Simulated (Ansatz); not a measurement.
# Ba on Mg(0001): change of the work function, part 2 of 2

How does one ordered layer of Ba (fcc site) change the work function of Mg(0001), and what dipole does each adsorbate carry?

Ansatz 0.2.0; plane-wave DFT, PBE, Ansatz PAW.

So far, work function, upper face (eV): step 2 (the clean slab) 3.79.

## 3. The covered slab

System of this step: Ba/Mg(0001). The cell holds 17 atoms: 16 Mg and 1 Ba. Cell: a = 6.420 Å, b = 6.420 Å, c = 29.012 Å, α = 90.0°, β = 90.0°, γ = 60.0°. Vacuum lies along c.

The clean slab as it ended is repeated in the plane and the adsorbate is set on one face; the cell's size fixes the coverage, and the k-mesh shrinks with it to keep the sampling density about even. Adsorbate and upper layers relax, since the dipole depends on the height.

The input, input.yaml:

```yaml
crystal:
  lattice:
    - [6.4199999999, 0.0, 0.0]
    - [3.21, 5.5598830922, 0.0]
    - [0.0, 0.0, 29.0122192862]
  atoms:
    - { symbol: Mg, position: [0.3333333333, 0.3333333333, 0.3102141174] }
    - { symbol: Mg, position: [0.0, 0.0, 0.400056262] }
    - { symbol: Mg, position: [0.3333333333, 0.3333333333, 0.4900741065] }
    - { symbol: Mg, position: [0.0, 0.0, 0.5807293327] }
    - { symbol: Mg, position: [0.3333333333, 0.8333333333, 0.3102141174] }
    - { symbol: Mg, position: [0.0, 0.5, 0.400056262] }
    - { symbol: Mg, position: [0.3333333333, 0.8333333333, 0.4900741065] }
    - { symbol: Mg, position: [0.0, 0.5, 0.5807293327] }
    - { symbol: Mg, position: [0.8333333333, 0.3333333333, 0.3102141174] }
    - { symbol: Mg, position: [0.5, 0.0, 0.400056262] }
    - { symbol: Mg, position: [0.8333333333, 0.3333333333, 0.4900741065] }
    - { symbol: Mg, position: [0.5, 0.0, 0.5807293327] }
    - { symbol: Mg, position: [0.8333333333, 0.8333333333, 0.3102141174] }
    - { symbol: Mg, position: [0.5, 0.5, 0.400056262] }
    - { symbol: Mg, position: [0.8333333333, 0.8333333333, 0.4900741065] }
    - { symbol: Mg, position: [0.5, 0.5, 0.5807293327] }
    - { symbol: Ba, position: [0.1666666667, 0.1666666667, 0.6897858826] }
kpoints:
  mp_grid: { grid: [6, 6, 1] }
hamiltonian:
  xc: pbe
scf:
  occupations: { method: fermi_dirac, width: 0.1 }
  convergence: { dr2_threshold: 1.0e-08 }
efield:
  axis: 3
  dipole_correction: true
  ramp_position: 0.97
  ramp_width: 0.06
relax:
  f_tol: 0.02
  max_steps: 60
  constraints: [{ sites: [0, 1, 4, 5, 8, 9, 12, 13] }]
output:
  dos: { projected: true, e_range: [-8, 4] }
  write_potential: true
  write_density: true
  volumetric_format: npy
  elf: true
```

The run is started by

```bash
> ansatz run input.yaml --threads 2 --pin off --max-ram 3072MiB --backend cpu --events-out ev --progress --plain --runs-dir out
```

Numbers of over 12 decimals in the logs are rounded to 6 here.

Output:

```text
[...]
Crystal: 17 atoms, lattice volume = 1035.575 Å³
Basis set: ecut = 420 eV, 20269 PW (Γ), exchange–correlation on 90×90×400 points (8 copies of the dense FFT grid, shifted against one another)
Bands: 102, of which v1, the nominal top of the filled ones, is band 85 counted from 1 (84 counted from 0)
Symmetry: 6 space group operations
[...]
k-points: 7 of 36 (time reversal used)
[...]
SCF iter   1: F=—  HF=-36729.104651 eV  |F-HF|=—  |Δ(HF+E_count)|=         —  Δρ=6.93e-3  dr2=4.91e1  ethr=1.77e-3  p=0.636 e·Å  D=1.11e-1 V/Å  ΔV_dip=-3.22 eV  dr2_dipole=3.55e1  V_vac-E_F(+/−)=0.85/4.08 eV  ⟨swp⟩=14.6  Hψ=4050  notcnv=0
[...]
SCF iter  11: F=-36727.923197 eV  HF=-36727.923197 eV  |F-HF|=1.46e-11  |Δ(HF+E_count)|=   9.16e-9  Δρ=3.17e-7  dr2=1.54e-9  ethr=5.88e-12  p=0.256 e·Å  D=4.48e-2 V/Å  ΔV_dip=-1.30 eV  dr2_dipole=8.11e-11  V_vac-E_F(+/−)=2.43/3.73 eV  ⟨swp⟩=10.4  Hψ=4174  notcnv=0
SCF 1 converged in 11 iterations: F = -36727.923197 eV  dr2 = 1.54e-9
[...]
relax step   1: F+E_penalty+E_count = -36727.92319664 eV  Δ(F+E_penalty+E_count) = +0.000e0 eV  max|allowed force component| = 2.447e-1 eV/Å  Δτ_max = 0.0000 Å  (11 SCF iters, accepted)
[...]
SCF iter   8: F=-36727.966779 eV  HF=-36727.966779 eV  |F-HF|=1.46e-9  |Δ(HF+E_count)|=   2.01e-8  Δρ=2.87e-7  dr2=5.46e-9  ethr=5.88e-12  p=0.264 e·Å  D=4.62e-2 V/Å  ΔV_dip=-1.34 eV  dr2_dipole=1.38e-9  V_vac-E_F(+/−)=2.39/3.73 eV  ⟨swp⟩=7.9  Hψ=4172  notcnv=0
SCF 2 converged in 8 iterations: F = -36727.966779 eV  dr2 = 5.46e-9
relax step   2: F+E_penalty+E_count = -36727.96677935 eV  Δ(F+E_penalty+E_count) = -4.358e-2 eV  max|allowed force component| = 1.627e-1 eV/Å  Δτ_max = 0.1106 Å  (8 SCF iters, accepted)
SCF iter   1: F=—  HF=-36728.000163 eV  |F-HF|=—  |Δ(HF+E_count)|=         —  Δρ=1.02e-3  dr2=3.82e-2  ethr=4.46e-4  p=0.264 e·Å  D=4.62e-2 V/Å  ΔV_dip=-1.34 eV  dr2_dipole=8.86e-5  V_vac-E_F(+/−)=2.40/3.73 eV  ⟨swp⟩=6.7  Hψ=1759  notcnv=0
[...]
SCF iter   9: F=-36727.996952 eV  HF=-36727.996952 eV  |F-HF|=6.84e-10  |Δ(HF+E_count)|=   3.38e-9  Δρ=1.18e-7  dr2=7.30e-10  ethr=5.88e-12  p=0.280 e·Å  D=4.89e-2 V/Å  ΔV_dip=-1.42 eV  dr2_dipole=4.66e-10  V_vac-E_F(+/−)=2.30/3.72 eV  ⟨swp⟩=8.9  Hψ=3647  notcnv=0
SCF 3 converged in 9 iterations: F = -36727.996952 eV  dr2 = 7.30e-10
[...]
relax step   3: F+E_penalty+E_count = -36727.99695240 eV  Δ(F+E_penalty+E_count) = -3.017e-2 eV  max|allowed force component| = 4.131e-2 eV/Å  Δτ_max = 0.1939 Å  (9 SCF iters, accepted)
[...]
relax step   4: F+E_penalty+E_count = -36727.99825312 eV  Δ(F+E_penalty+E_count) = -1.301e-3 eV  max|allowed force component| = 2.295e-2 eV/Å  Δτ_max = 0.0484 Å  (7 SCF iters, accepted)
SCF iter   1: F=—  HF=-36727.998920 eV  |F-HF|=—  |Δ(HF+E_count)|=         —  Δρ=1.14e-4  dr2=2.66e-3  ethr=7.28e-6  p=0.282 e·Å  D=4.92e-2 V/Å  ΔV_dip=-1.43 eV  dr2_dipole=7.72e-4  V_vac-E_F(+/−)=2.30/3.72 eV  ⟨swp⟩=3.6  Hψ=1321  notcnv=0
[...]
SCF iter   7: F=-36727.998703 eV  HF=-36727.998703 eV  |F-HF|=1.27e-9  |Δ(HF+E_count)|=   7.87e-9  Δρ=2.95e-7  dr2=2.48e-9  ethr=5.88e-12  p=0.282 e·Å  D=4.93e-2 V/Å  ΔV_dip=-1.43 eV  dr2_dipole=1.01e-10  V_vac-E_F(+/−)=2.29/3.72 eV  ⟨swp⟩=9.6  Hψ=3801  notcnv=0
SCF 5 converged in 7 iterations: F = -36727.998703 eV  dr2 = 2.48e-9
relax step   5: F+E_penalty+E_count = -36727.99870265 eV  Δ(F+E_penalty+E_count) = -4.495e-4 eV  max|allowed force component| = 1.206e-2 eV/Å  Δτ_max = 0.0232 Å  (7 SCF iters, accepted)
NSCF: frozen V_eff on 7 k-points
[...]
SCF converged after 7 iterations
Free energy (F): -36727.998703 eV
[...]
Internal energy: -36727.659878 eV  (E = F + TS)
E sigma→0 (E₀):  -36727.829290 eV
Entropy (-TS):   -0.338825 eV (-19.931 meV/atom)
Fermi energy:    0.694867 eV
Dipole field:    D = 0.049298 V/Å  (p = 0.282132 e·Å, saw-weighted, corrected)
Work function:   Φ+ = 2.2937 eV   Φ− = 3.7240 eV
[...]
--- Forces (eV/Å), atoms counted from 1 ---
  atom   1  Mg    -0.00144785    -0.00083591    -0.01273763
  atom   2  Mg     0.01400802     0.00808753     0.00804276
  atom   3  Mg    -0.00136953    -0.00079070     0.00183210
  atom   4  Mg    -0.01044061    -0.00602789     0.00112033
  atom   5  Mg     0.00000000     0.00167183    -0.01273763
  atom   6  Mg    -0.00000000    -0.01617506     0.00804276
  atom   7  Mg     0.00000000     0.00158140     0.00183210
  atom   8  Mg     0.00000000     0.01205578     0.00112033
  atom   9  Mg     0.00144785    -0.00083591    -0.01273763
  atom  10  Mg    -0.01400802     0.00808753     0.00804276
  atom  11  Mg     0.00136953    -0.00079070     0.00183210
  atom  12  Mg     0.01044061    -0.00602789     0.00112033
  atom  13  Mg     0.00000000     0.00000000    -0.01442184
  atom  14  Mg    -0.00000000     0.00000000     0.02028602
  atom  15  Mg     0.00000000     0.00000000     0.00184480
  atom  16  Mg    -0.00000000     0.00000000    -0.00009485
  atom  17  Ba    -0.00000000     0.00000000    -0.00237119
  max |Σ_I F_I| component: 1.56e-5 eV/Å
--- Band table (eV; the first three rows and the last of 7) ---
  k-point 0: bands = [... 81 lower, -0.4306, -0.4202, -0.4202, -0.3115, 0.4161, 0.6722, 0.7007, 0.7007, ... 13 higher]
  k-point 1: bands = [... 81 lower, -0.2528, -0.0235, -0.0084, 0.3687, 0.5145, 0.6420, 0.6693, 0.9997, ... 13 higher]
  k-point 2: bands = [... 81 lower, -0.2109, -0.1300, 0.7130, 0.7421, 0.8578, 1.2078, 1.3272, 1.3352, ... 13 higher]
  k-point 6: bands = [... 81 lower, 0.3676, 0.3738, 0.8000, 0.8029, 0.8640, 0.9650, 1.0319, 1.0526, ... 13 higher]
--- Relaxed structure (5 steps of the walk, 5 accepted, 0 SCFs on fresh bases) ---
  F+E_penalty+E_count = -36727.99870265 eV   max|allowed force component| = 1.206e-2 eV/Å
  atoms:
    - { symbol: Mg, position: [0.333333, 0.333333, 0.3102141174] }
    - { symbol: Mg, position: [2.6667121670171395e-17, 2.66671216701714e-17, 0.400056262] }
    - { symbol: Mg, position: [0.335320, 0.335320, 0.489554] }
    - { symbol: Mg, position: [-0.00164762, -0.00164762, 0.576654] }
    - { symbol: Mg, position: [0.333333, 0.833333, 0.3102141174] }
    - { symbol: Mg, position: [5.551115123125783e-17, 0.500000, 0.400056262] }
    - { symbol: Mg, position: [0.335320, 0.829360, 0.489554] }
    - { symbol: Mg, position: [-0.00164762, 0.503295, 0.576654] }
    - { symbol: Mg, position: [0.833333, 0.333333, 0.3102141174] }
    - { symbol: Mg, position: [0.500000, 2.66671216701714e-17, 0.400056262] }
    - { symbol: Mg, position: [0.829360, 0.335320, 0.489554] }
    - { symbol: Mg, position: [0.503295, -0.00164762, 0.576654] }
    - { symbol: Mg, position: [0.833333, 0.833333, 0.3102141174] }
    - { symbol: Mg, position: [0.5, 0.5, 0.400056262] }
    - { symbol: Mg, position: [0.833333, 0.833333, 0.488130] }
    - { symbol: Mg, position: [0.5, 0.5, 0.592847] }
    - { symbol: Ba, position: [0.166667, 0.166667, 0.681181] }
```

It took 2.8 min on 2 threads of Arm Neoverse V1, shared host; peak memory 1.8 GiB; 5.5 min of CPU time.

Step by step:

| step | energy less that of the first step (eV) | largest force component (eV/Å) |
| --- | --- | --- |
| 1 | 0.0000 | 0.2447 |
| 2 | -0.0436 | 0.1627 |
| 3 | -0.0738 | 0.0413 |
| 4 | -0.0751 | 0.0229 |
| 5 | -0.0755 | 0.0121 |

Forces are held to the 6 operations that the run works with; a distortion that breaks them can't arise in this run.

The atoms that moved most (Å):

| atom | dx | dy | dz | length |
| --- | --- | --- | --- | --- |
| Mg16 | 0.000 | 0.000 | 0.352 | 0.352 |
| Ba17 | 0.000 | 0.000 | -0.250 | 0.250 |
| Mg8 | 0.000 | 0.018 | -0.118 | 0.120 |
| Mg12 | 0.016 | -0.009 | -0.118 | 0.120 |
| Mg4 | -0.016 | -0.009 | -0.118 | 0.120 |
| Mg15 | 0.000 | 0.000 | -0.056 | 0.056 |
| Mg3 | 0.019 | 0.011 | -0.015 | 0.027 |
| Mg11 | -0.019 | 0.011 | -0.015 | 0.027 |

Final coordinates:

```xyz
17
Lattice="6.4200 0.0000 0.0000 3.2100 5.5599 0.0000 0.0000 0.0000 29.0122" Properties=species:S:1:pos:R:3
Mg    3.2100    1.8533    9.0000
Mg    0.0000    0.0000   11.6065
Mg    3.2291    1.8643   14.2030
Mg   -0.0159   -0.0092   16.7300
Mg    4.8150    4.6332    9.0000
Mg    1.6050    2.7799   11.6065
Mg    4.8150    4.6111   14.2030
Mg    1.6050    2.7983   16.7300
Mg    6.4200    1.8533    9.0000
Mg    3.2100    0.0000   11.6065
Mg    6.4009    1.8643   14.2030
Mg    3.2259   -0.0092   16.7300
Mg    8.0250    4.6332    9.0000
Mg    4.8150    2.7799   11.6065
Mg    8.0250    4.6332   14.1617
Mg    4.8150    2.7799   17.1998
Ba    1.6050    0.9266   19.7626
```

This step gave:

```yaml
energy_at_zero_smearing: -36727.8293 eV
work_function_upper_face: 2.294 eV
work_function_lower_face: 3.724 eV
dipole_along_the_normal: 0.2821 e·Å
step_between_the_vacuum_levels: -1.430 eV
```

Running mean over 2.60652 Å of the planar mean; the ramp of the sawtooth is left out. The electron's electrostatic potential energy less the Fermi level by z:

| z (Å) | electron's electrostatic potential energy less the Fermi level (eV) |
| --- | --- |
| 4 | 3.72 |
| 5 | 3.71 |
| 6 | 3.58 |
| 7 | 2.54 |
| 8 | -2.13 |
| 9 | -4.04 |
| 10 | -4.04 |
| 11 | -4.02 |
| 12 | -4.03 |
| 13 | -4.12 |
| 14 | -4.03 |
| 15 | -4.00 |
| 16 | -3.76 |
| 17 | -3.92 |
| 18 | -2.32 |
| 19 | -0.823 |
| 20 | -1.26 |
| 21 | -0.104 |
| 22 | 1.60 |
| 23 | 2.12 |
| 24 | 2.25 |
| 25 | 2.28 |

The density of states has structure finer than the step of the table below, so its rows give means over 0.25 eV, whole bins alone (the curve runs from -8 to 1.8 eV). Peaks (eV: height): -1.740: 18.9, -0.990: 36.3, -0.720: 27.1, -0.330: 19.2, 0.210: 19.1, 1.380: 18.1, 1.710: 30.5.

The density of states by energy, zero at the Fermi level; means over each step:

| energy (eV) | density of states (states/eV a cell) |
| --- | --- |
| -6.75 | 0 |
| -6.50 | 1.00 |
| -6.25 | 1.50 |
| -6.00 | 1.46 |
| -5.75 | 2.41 |
| -5.50 | 3.48 |
| -5.25 | 2.82 |
| -5.00 | 3.17 |
| -4.75 | 3.30 |
| -4.50 | 3.44 |
| -4.25 | 3.67 |
| -4.00 | 5.94 |
| -3.75 | 4.55 |
| -3.50 | 3.61 |
| -3.25 | 5.22 |
| -3.00 | 6.71 |
| -2.75 | 5.98 |
| -2.50 | 5.16 |
| -2.25 | 5.05 |
| -2.00 | 8.17 |
| -1.75 | 8.59 |
| -1.50 | 4.03 |
| -1.25 | 6.67 |
| -1.00 | 11.2 |
| -0.75 | 10.0 |
| -0.50 | 7.03 |
| -0.25 | 9.31 |
| 0.00 | 9.75 |
| 0.25 | 9.08 |
| 0.50 | 11.5 |
| 0.75 | 11.5 |
| 1.00 | 12.7 |
| 1.25 | 14.6 |
| 1.50 | 12.7 |

Projected DOS per atom over height of the atomic layer and energy from the Fermi level. Layers: Mg4 Mg4 Mg4 Mg3 Mg Ba from below.

Values in states/eV, 22 rows by 6 columns, each cell a mean:
```
0.09 0.08 0.07 0.07 0.08 0.17
0.15 0.14 0.13 0.08 0.11 0.40
0.20 0.14 0.14 0.14 0.14 0.33
0.14 0.09 0.12 0.21 0.20 0.77
0.12 0.14 0.14 0.14 0.14 0.57
0.18 0.17 0.15 0.16 0.17 0.53
0.28 0.25 0.24 0.27 0.26 0.58
0.22 0.28 0.27 0.20 0.24 0.18
0.45 0.31 0.31 0.44 0.48 0.19
0.24 0.24 0.24 0.21 0.29 0.15
0.36 0.32 0.33 0.36 0.43 0.10
0.28 0.23 0.23 0.29 0.31 0.07
0.27 0.26 0.27 0.27 0.32 0.04
0.31 0.24 0.25 0.34 0.27 0.06
0.18 0.23 0.22 0.20 0.15 0.03
0.15 0.20 0.19 0.18 0.11 0.02
0.15 0.23 0.23 0.17 0.11 0.02
0.04 0.15 0.14 0.05 0.03 0.00
0.03 0.10 0.10 0.03 0.02 0.00
0.00 0.00 0.00 0.00 0.00 0.00
0.00 0.00 0.00 0.00 0.00 0.00
0.00 0.00 0.00 0.00 0.00 0.00
```
Columns: height of the atomic layer (Å) from 9 to 19.8 (not evenly spaced); rows upwards: energy from the Fermi level (eV) from -7.96 to 1.75.

Valence density in the ca plane at fractional y = 0.000, with atoms of Mg within 0.2 Å of it. It is the smooth field of the valence electrons, not physical close to the nuclei.

Ten steps, logarithmic in the rise over the least value, from '0' (0 e/Å³) to '9' (23 e/Å³), each cell a mean:
```
01688300000000016983000000000000000000000000
00233100000000002431000000000000000000000000
00000000000000000000000000000000000000000000
00000000000000000000000000000000000000000000
00000000000000000000000000000000000000000000
00000000000000000000000000000000000000000000
00243100000000002431000000000000000000000000
01698300000000016983000000000000000000000000
01799400000000027994000000000000000000000000
01476200000000014662000000000000000000000000
00111000000000001110000011110000000000000000
00000000000000000000000122321000000000000000
00000000000000000000000123321000000000000000
00000000000000000000000122321000000000000000
00111000000000001110000011110000000000000000
01466200000000014652000000000000000000000000
01799400000000027994000000000000000000000000
```
Columns run along c (16.0 Å, from fractional 0.36 to 0.91 of the cell), rows up along a (6.4 Å). Atoms in or near the plane, at fractional coordinates: Mg at (0.40, 0.00), Mg at (0.58, 0.00), Mg at (0.40, 0.50), Mg at (0.58, 0.50).

Electrostatic potential energy in the ca plane at fractional y = 0.000, with atoms of Mg within 0.2 Å of it. With pseudopotentials it is smooth inside the atoms' cores, unlike the true potential.

Ten even steps from '0' (-48 eV) to '9' (4 eV), each cell a mean:
```
97200489999999972005899999999999999999999999
98645789999999986457899999999999999999999999
99888999988899998889999999999999999999999999
99999999988889999999999999999999999999999999
99999999988889999999999999999999999999999999
99888999988899998889999999999999999999999999
98645789999999986447899999999999999999999999
97200489999999972005899999999999999999999999
86100389999999861004899999999999999999999999
97412689999999974126899988889999999999999999
98777899999999988778999887778999999999999999
99999999988899999999999865568899999999999999
99999999988889999999999864457899999999999999
99999999988899999999999865568899999999999999
98777899999999988778999887778999999999999999
97412689999999974126899988889999999999999999
86100389999999861004899999999999999999999999
```
Columns run along c (16.0 Å, from fractional 0.36 to 0.91 of the cell; values clipped at the 3rd and 97th percentile), rows up along a (6.4 Å). Atoms in or near the plane, at fractional coordinates: Mg at (0.40, 0.00), Mg at (0.58, 0.00), Mg at (0.40, 0.50), Mg at (0.58, 0.50).

ELF in the ca plane at fractional y = 0.000, with atoms of Mg within 0.2 Å of it. It is the smooth field of the valence electrons, not physical close to the nuclei.

Ten even steps from '0' (0.00) to '9' (0.88), each cell a mean:
```
31444215777777314342145310000011221100000000
41122036655566511320255321111122221100000000
54211355421145642113554321111222211100000000
55655665310024666666654221112222211000000000
55555665310025666566654321112222211000000000
54211355421245642112554321111222211100000000
41122136655566511321255321001112221100000000
31434215677777314342145210000011221100000000
21433315777777314333144100000001122110000000
31243115666777412431242113331000122110000000
52111145543456521112441257874100112111000000
55433455410125554446631389996310112211000000
56666655310014556677631489997310112211000000
55433455410125554446631389996310112211000000
52111145543456521111441257874100112111000000
30344115667777412441242113331000122110000000
21423315777777314233144100000001122110000000
```
Columns run along c (16.0 Å, from fractional 0.36 to 0.91 of the cell), rows up along a (6.4 Å). Atoms in or near the plane, at fractional coordinates: Mg at (0.40, 0.00), Mg at (0.58, 0.00), Mg at (0.40, 0.50), Mg at (0.58, 0.50).

The relaxation took 5 steps and lowered the energy by 0.076 eV; the largest force on the free atoms ends at 0.012 eV/Å.

By hand: a sheet of dipoles makes a step −p/(ε₀A) in the electron's potential. With e/ε₀ = 180.95 V·Å, p = 0.2821 e·Å and A = 35.69 Å², that is −180.95 × (0.2821) / 35.69 = -1.430 eV, and the two vacuum levels of the run differ by -1.430 eV.

The covered face has 2.29 eV, -1.49 eV against the clean one; the bare back face has moved by -0.07 eV, a measure of how thin the slab is.

## 4. Work function against coverage

This step: plane-wave DFT, PBE, Ansatz PAW; work function against coverage (Ansatz 0.2.0).

The runs are now put side by side.

Numbers from this step:

| Property | Result |
| --- | --- |
| work function of the clean face | 3.787 eV |
| largest change of the work function | -1.494 eV |

The work function of the covered face by coverage:

| coverage (adsorbates/nm²) | work function of the covered face (eV) |
| --- | --- |
| 0.00 | 3.79 |
| 2.80 | 2.29 |

The dipole per adsorbate comes from the change of the cell's dipole. Coverage, by row:

| coverage (1/nm²) | coverage (ML) | work function (eV) | change (eV) | dipole per adsorbate, positive end outwards (debye) | mean height of the added atoms over the highest substrate atom (Å) |
| --- | --- | --- | --- | --- | --- |
| 2.802 | 0.25 | 2.294 | -1.494 | 1.351 | 2.563 |

## 5. What came out

```yaml
work_function_of_the_clean_face: 3.79 eV
work_function_at_0p25_ml: 2.29 eV
dipole_per_adsorbate_at_0p25_ml_positive_end_outwards: 1.35 D
```

**Reading.** Ba lowers the work function of Mg(0001) at the lowest coverage, by 1.49 eV: the adsorbate layer has its positive end outwards. One coverage alone was completed, so no trend follows. The slab has 4 layers, at the tabulated experimental lattice constant, one starting site was run, and quantum-size effects of a slab this thin can reach one or two tenths of an eV.

[Logs are printed without paths, hosts, clocks, repeated set-up lines and the standing remarks that a program may print on its own settings, such as how far it seeks lower states.]

[Hosts, paths, dates, database ids (printed as entryN), source tags and the programs' standing remarks are cut or masked in the printed files.]

[Maps of the electrostatic potential energy from Ansatz leave out the sawtooth potential of an applied field or a dipole correction, so their vacuum need not be flat; planar profiles and work functions include it.]

[The density of states shown here was stored with 400 of the rows of the run's finer table, so its peaks can read low, often by over a quarter, or be missed, and its means over a window can be off by a tenth or more.]
